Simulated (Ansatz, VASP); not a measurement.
## Ni3Ge: VASP beside Ansatz

```
Ni Ge
1.0
     3.53033    0.00000    0.00000
     0.00000    3.53033    0.00000
     0.00000    0.00000    3.53033
Ni Ge
3 1
Direct
  0.50000 0.00000 0.50000
  0.00000 0.50000 0.50000
  0.50000 0.50000 0.00000
  0.00000 0.00000 0.00000
```

Alike in both runs: task single point; functional r2SCAN; k mesh 6 × 6 × 6; occupations gaussian, width 0.01 eV; no spin polarisation.

```csv
,VASP,Ansatz
version,VASP 6.6.1,Ansatz 0.2.0
potentials or method,"VASP PAW PBE potentials, release 64 (Ni, Ge_d)","scalar-relativistic, plane waves, PAW"
plane-wave cutoff (eV),520,500
valence electrons in the cell,44,68
```

VASP gave:

* gap on the k mesh at the Fermi level (eV): none
* pressure (GPa): 0.8

Q: What did Ansatz give for the same quantities?

A: gap on the k mesh at the Fermi level (eV): none; pressure (GPa): 0.4.

A gap of «none» marks a metal or a gap that the smearing closes. The functional is the same, so the differences come from potentials, cutoffs and numerics. The two sets of potentials don't hold the same shells in valence.

Caveats: the PAW data sets were made with another functional, which shifts forces and pressure a little (VASP). Spin polarisation is off, so any magnetic state and its effect on volume and gap are missing.
